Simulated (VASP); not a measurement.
Te2Mo, 6 atoms in the cell. Symmetry: P6_3/mmc, No. 194, hexagonal system. Conventional cell: a = 3.518 Å, b = 3.518 Å, c = 13.974 Å, α = 90.00°, β = 90.00°, γ = 120.00°. Te (site symmetry 3m) is surrounded by 3 Mo at 2.72 Å. Around Mo (site symmetry -6m2) lie 6 Te at 2.72 Å. 

| Quantity | Value |
| --- | --- |
| Program | VASP 6.6.1 |
| Task | relaxation of cell and atoms |
| Functional | LDA |
| Potentials or basis | VASP PAW LDA potentials, release 64 (Te, Mo_sv) |
| Cutoff | 600 eV |
| k mesh | 9 × 9 × 2 |
| Occupations | gaussian, width 0.03 eV |
| Spin | no spin polarisation |
| Further INCAR settings | ALGO = Normal; EDIFF = 1e-06; IBRION = 2; EDIFFG = -0.01; NSW = 90; ISIF = 3 |

Potentials or basis: VASP PAW LDA potentials, release 64 (Te, Mo_sv).

The run is started by

```sh
$ cat potpaw_LDA.64/Te/POTCAR potpaw_LDA.64/Mo_sv/POTCAR > POTCAR
$ mpirun -np 2 vasp_std > vasp.out
```

Hardware: 2 MPI ranks on Intel(R) Xeon(R) 6975P-C (Granite Rapids) (shared host).

Question: Estimate the wall time of this run.

Answer: Run time: 6.2 min on 2 MPI ranks on Intel(R) Xeon(R) 6975P-C (Granite Rapids) (shared host), peak memory 0.31 GiB a rank. Counts: scf iterations 115, k points 24, ion steps 14.
